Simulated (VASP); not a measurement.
Li2S, 3 atoms in the cell. It takes space group Fm-3m (No. 225, cubic). The conventional cell has a = 5.655 Å, b = 5.655 Å, c = 5.655 Å, α = 90.00°, β = 90.00°, γ = 90.00°. Li (site symmetry -43m) is surrounded by 4 S at 2.45 Å. S (site symmetry m-3m) is surrounded by 8 Li at 2.45 Å. 

| Quantity | Value |
| --- | --- |
| Program | VASP 6.6.1 |
| Task | single point |
| Functional | PBEsol |
| Potentials or basis | VASP PAW PBE potentials, release 64 (Li_sv, S) |
| Cutoff | 520 eV |
| k mesh | 8 × 8 × 8 |
| Occupations | gaussian, width 0.02 eV |
| Spin | no spin polarisation |
| Dipole correction | no |
| Further INCAR settings | ALGO = Fast; EDIFF = 1e-06; NBANDS = 13 |

Potentials or basis: VASP PAW PBE potentials, release 64 (Li_sv, S).

Command:

```bash
$ cat potpaw_PBE.64/Li_sv/POTCAR potpaw_PBE.64/S/POTCAR > POTCAR
$ mpirun -np 1 vasp_std > vasp.out
```

Hardware: 1 thread of Intel(R) Xeon(R) Platinum 8488C (Sapphire Rapids) (shared host).

How long does it take, and how much memory?

Run time: 24 s on 1 thread of Intel(R) Xeon(R) Platinum 8488C (Sapphire Rapids) (shared host), peak memory 0.15 GiB. Counts: scf iterations 17, k points 29.
